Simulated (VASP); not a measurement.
# CaS (Oldhamite): optical spectrum

Aim: the dielectric function of CaS (Oldhamite) for independent particles, and its static limit with local fields. The cell is of the rock-salt type, one of the forms listed for this formula. The start is a cell from a database of measured crystal structures.

Program: VASP 6.6.1. Level of theory: PBE; plane waves and PAW (Ca_sv, S). Results are calculated unless marked as measured.

Report form: the programs' logs are mostly left out.

The database entry behind the starting cell differs from later determinations by our own check (0.1 to 0.3 % short, probably kX units), so it need not match the best structure at ambient conditions.

## (1) Starting point

It takes space group Fm-3m (No. 225, cubic). The conventional cell has a = 5.686 Å, b = 5.686 Å, c = 5.686 Å, α = 90.00°, β = 90.00°, γ = 90.00°. Ca has 6 S at 2.84 Å nearest. S has 6 Ca at 2.84 Å nearest. Farther neighbours and most contacts between anions are not listed.

Coordinates:

```cif
data_structure
_symmetry_space_group_name_H-M 'P 1'
_symmetry_Int_Tables_number 1
_cell_length_a 4.0206
_cell_length_b 4.0206
_cell_length_c 4.0206
_cell_angle_alpha 60.000
_cell_angle_beta 60.000
_cell_angle_gamma 60.000
_cell_volume 45.96
loop_
_atom_site_label
_atom_site_type_symbol
_atom_site_fract_x
_atom_site_fract_y
_atom_site_fract_z
_atom_site_occupancy
Ca1 Ca 0.00000 0.00000 0.00000 1
S2 S 0.50000 0.50000 0.50000 1
```

## (2) Ground state

The ground state comes first.

File INCAR:

```
SYSTEM = CaS
PREC = Accurate
ENCUT = 400
EDIFF = 1E-07
NELM = 100
ISMEAR = 0
SIGMA = 0.05
LREAL = .FALSE.
ALGO = Normal
GGA = PE
NBANDS = 14
LORBIT = 11
LWAVE = .FALSE.
LCHARG = .FALSE.
KPAR = 4
```

File POSCAR:

```
CaS
1.0
    0.0000000000      2.8430000000      2.8430000000
    2.8430000000      0.0000000000      2.8430000000
    2.8430000000      2.8430000000      0.0000000000
Ca S
1 1
Direct
    0.0000000000      0.0000000000      0.0000000000
    0.5000000000      0.5000000000      0.5000000000
```

File KPOINTS:

```
Automatic mesh
0
Gamma
7 7 7
0 0 0
```

PAW data sets: Ca_sv and S (PBE family, release 64).

Command:

```sh
$ mpirun -np 4 vasp_std
```

It took 2.6 s on 4 MPI ranks of Intel Xeon 6975P-C (Granite Rapids), shared host; peak memory 0.56 GiB.

The gap is read on the k-mesh alone, so it is an upper bound where the band edges lie off the mesh.

Numbers from this step:

```
free energy (TOTEN)            : -10.36 eV
Fermi energy                   : 2.993 eV
pressure                       : 0.9682 GPa
gap on the k-mesh              : 2.412 eV
least direct gap on the k-mesh : 3.201 eV
```

The cell has a gap of 2.41 eV on this mesh.

## (3) Spectrum

LOPTICS sums the direct transitions; the mesh is finer and NBANDS larger than for the ground state.

INCAR, as its differences from that of step 2:

```diff
@@ -10,4 +10,3 @@
 GGA = PE
-NBANDS = 14
-LORBIT = 11
+NBANDS = 28
 LWAVE = .FALSE.
@@ -15 +14,4 @@
 KPAR = 4
+LOPTICS = .TRUE.
+NEDOS = 2000
+CSHIFT = 0.15
```

POSCAR is that of step 2.

File KPOINTS:

```
Automatic mesh
0
Gamma
11 11 11
0 0 0
```

Command:

```sh
$ mpirun -np 4 vasp_std
```

Run time: 7.6 s. Hardware: 4 MPI ranks; peak memory 0.83 GiB; 28 s of CPU time.

These are independent-particle spectra without excitons or local fields, and fine structure depends on the mesh and on CSHIFT.

Numbers from this step:

```yaml
fermi_energy: 2.971 eV
pressure: 0.9664 GPa
gap_on_the_k_mesh: 2.373 eV
least_direct_gap_on_the_k_mesh: 3.174 eV
```

Absorption under the direct gap is the tail of the CSHIFT broadening, and fine structure depends on the mesh. Table of imaginary dielectric function, xx by photon energy; read off at these points:

```tsv
photon energy (eV)	imaginary dielectric function, xx
0.00	0
0.50	0.0213
1.00	0.0456
1.50	0.0781
2.00	0.129
2.50	0.235
3.00	0.696
3.50	2.71
4.00	4.39
4.50	5.41
5.00	6.41
5.29	6.78
5.50	6.05
5.89	8.10
6.00	7.84
6.50	7.37
6.61	7.69
7.00	6.39
7.50	6.85
8.00	5.24
8.50	4.23
9.00	2.94
9.50	2.09
10.00	1.62
10.50	1.78
11.00	1.75
11.50	2.31
12.00	2.30
12.50	1.61
13.00	1.09
13.50	0.937
14.00	0.945
14.50	0.825
15.00	0.644
15.50	0.582
16.00	0.535
16.50	0.501
17.00	0.602
17.50	0.273
18.00	0.214
18.50	0.245
19.00	0.185
19.50	0.180
20.00	0.147
20.50	0.135
21.00	0.127
21.50	0.127
22.00	0.105
22.50	0.119
23.00	0.253
23.50	0.411
24.00	0.548
24.50	0.785
```

Table of real dielectric function, xx by photon energy:

photon energy (eV), real dielectric function, xx and a bar from the least value:
```
        0       5.47 #######################
        1       5.62 #######################
        2       6.15 #########################
        3       7.87 ##############################
        4       7.79 ##############################
        5       6.07 #########################
        6       3.09 ###############
        7       0.73 ########
        8      -2.02 
        9      -1.59 #
       10      -0.44 #####
       11       0.04 ######
       12      -0.50 #####
       13      -0.48 #####
       14      -0.15 ######
       15      -0.11 ######
       16       0.07 ######
       17       0.21 #######
       18       0.38 #######
       19       0.48 ########
       20       0.69 ########
       21       0.87 #########
       22       1.05 #########
       23       1.40 ##########
       24       1.66 ###########
```

## (4) Static response with local fields

Perturbation theory (LEPSILON) gives the dielectric tensor with local fields, and the Born charges.

File INCAR:

```
SYSTEM = CaS
PREC = Accurate
ENCUT = 400
EDIFF = 1E-08
NELM = 100
ISMEAR = 0
SIGMA = 0.01
LREAL = .FALSE.
ALGO = Normal
GGA = PE
NBANDS = 14
LWAVE = .FALSE.
LCHARG = .FALSE.
KPAR = 4
LEPSILON = .TRUE.
```

POSCAR is that of step 3.

KPOINTS is that of step 3.

Command:

```sh
$ mpirun -np 4 vasp_std
```

Elapsed: 81 s, on 4 MPI ranks; peak memory 1.1 GiB; 5.4 min of CPU time.

Energies printed during the response cycles are not total energies of the cell.

This step gave:

```
Fermi energy : 2.933 eV
pressure     : 0.9667 GPa
```

Electronic dielectric tensor with local fields:

```
5.02 0.00 0.00
0.00 5.02 0.00
0.00 0.00 5.02
```

Born effective charge (e), principal values of the symmetric part by kind of site:

```tsv
atom	atoms with these values	low	middle	high	mean
Ca1	1	2.36	2.36	2.36	2.36
S2	1	-2.36	-2.36	-2.36	-2.36
```

In full for S2:

```
-2.36  0.00  0.00
 0.00 -2.36  0.00
 0.00  0.00 -2.36
```

The mean electronic (clamped-ion) dielectric constant is 5.02.

## (5) Results

| Quantity | Value |
| --- | --- |
| PBE, independent particles | eps xx at zero frequency 5.47, centre of weight of eps2 xx, over the range kept, at 8.29 eV, mesh 11×11×11 |
| PBE, with local fields | eps 5.02, 5.02, 5.02 |

In words: Local fields, and the bands above those summed, take the mean static value from 5.47 to 5.02. Excitons and quasiparticle shifts are absent, so the onset tends to lie too low and its shape can differ.

[Lines on the potential files, build, host, timing and source positions are cut from VASP's logs without a mark.]

[Logs are printed without paths, hosts, clocks, repeated set-up lines and the standing remarks that a program may print on its own settings, such as how far it seeks lower states.]

[Hosts, paths, dates, database ids (printed as entryN), source tags and the programs' standing remarks are cut or masked in the printed files.]
